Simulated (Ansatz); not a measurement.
Consider the hydrogen abstraction from a Ga–H bond: `C[CH2][GaH][Cl]` + `F[C](F)F`• → `C[CH2][Ga][Cl]`• + trifluoromethane.

Isolated molecules relaxed with PBE0-D4/def2-TZVP in Ansatz; ΔE leaves out vibrations. CCSD(T)/CBS is the MP2 limit (def2-TZVPP, def2-QZVPP) plus CCSD(T) − MP2 in def2-TZVPP, frozen cores. This one scheme is used for every species. Functionals use def2-TZVPP. No spin–orbit coupling; open shells (•) take unrestricted orbitals. For Ga outer-core shells are correlated without core-valence functions, which leaves a few kJ/mol of doubt a bond. Scalar relativity is left out up to krypton. Each species was taken in one conformer, which may not be the lowest.

CCSD(T)/CBS gives -30.5 kcal/mol.

Question: Another level gave -31.2 kcal/mol. Which?
A. LDA (SPW92)/def2-TZVPP
B. PBE-QIDH/def2-TZVPP
C. SCS-MP2/def2-TZVPP
D. r2SCANh/def2-TZVPP

Answer: C. SCS-MP2/def2-TZVPP -31.2, r2SCANh -28.7, PBE-QIDH -29.9, LDA (SPW92) -32.7 kcal/mol.

Largest T1 diagnostic among the species: 0.014.

From BLYP to BHLYP (50 % exact exchange), in def2-TZVPP and without D4, ΔE moves by +1.4 kcal/mol. At CCSD(T), def2-SVP lies +1.3 kcal/mol from the extrapolated value and def2-TZVPP −0.0 kcal/mol.

CCSD(T)/CBS has its own doubt, a few kJ/mol and more with outer-core shells, so smaller differences from it don't rank the levels.
